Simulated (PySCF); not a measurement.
**HfC: density of states with PBE**

The system is HfC.

```
CELL_PARAMETERS angstrom
0.00000 2.32500 2.32500
2.32500 0.00000 2.32500
2.32500 2.32500 0.00000
ATOMIC_POSITIONS crystal
Hf 0.50000 0.50000 0.50000
C 0.00000 0.00000 0.00000
```

* Program: PySCF 2.14.0
* Task: density of states
* Functional: PBE
* Potentials or basis: DZVP-MOLOPT-SR/GTH-PBE (potentials made for PBE)
* k mesh: 2 × 2 × 2
* Occupations: fermi-dirac, width 0.05 eV
* Spin: no spin polarisation
* Symmetry: no
* Density cutoff: 168 Ha
* Exponents discarded below (exp_to_discard): 0.02 1/bohr^2
* Potentials: C GTH-PBE-q4, Hf GTH-PBE-q12
* Gaussian width of the DOS: 0.15 eV
* conv_tol: 1e-07 Ha
* max_cycle: 60
* Coulomb method: multigrid

The band gap on the k mesh is none (metal or under the smearing width) and the mulliken charges are Hf +0.50; C -0.50 e.

Levels at points of the mesh, in eV from the Fermi level:
```tsv
k point	band 6	band 7	band 8	band 9	band 10	band 11
(0.00, 0.00, 0.00)	0.52	0.52	0.52	0.71	0.71	0.71
(0.00, 0.00, 0.50)	-6.77	-3.56	-3.56	4.65	4.65	5.28
(0.00, 0.50, 0.00)	-6.77	-3.56	-3.56	4.65	4.65	5.28
(0.00, 0.50, 0.50)	-3.20	-2.49	-0.55	-0.55	4.60	6.00
(0.50, 0.00, 0.00)	-6.77	-3.56	-3.56	4.65	4.65	5.28
(0.50, 0.00, 0.50)	-3.20	-2.49	-0.55	-0.55	4.60	6.00
(0.50, 0.50, 0.00)	-3.20	-2.49	-0.55	-0.55	4.60	6.00
(0.50, 0.50, 0.50)	-6.77	-3.56	-3.56	4.65	4.65	5.28
```

States per cell in windows of 1 eV (zero at the Fermi level; states under -8 eV left out):
```csv
from (eV),total
-8.0,0.03
-7.0,0.97
-6.0,0.00
-5.0,0.00
-4.0,2.65
-3.0,0.85
-2.0,0.00
-1.0,1.50
0.0,1.47
1.0,0.03
2.0,0.48
3.0,0.02
4.0,2.73
5.0,1.61
6.0,1.23
7.0,1.33
```

It took 6.6 min on 4 threads of AMD EPYC 7R13 Processor (Zen 3), with other jobs on the host, peak memory 1 GiB.

Caveat: the k mesh is coarse (spacing up to 1.17 Å⁻¹), so the values aren't converged; Mulliken charges move with the basis; the basis of atomic orbitals isn't converged, which shifts pressures, moduli and gaps. The run has no spin-orbit coupling, so splittings on Hf are missing.
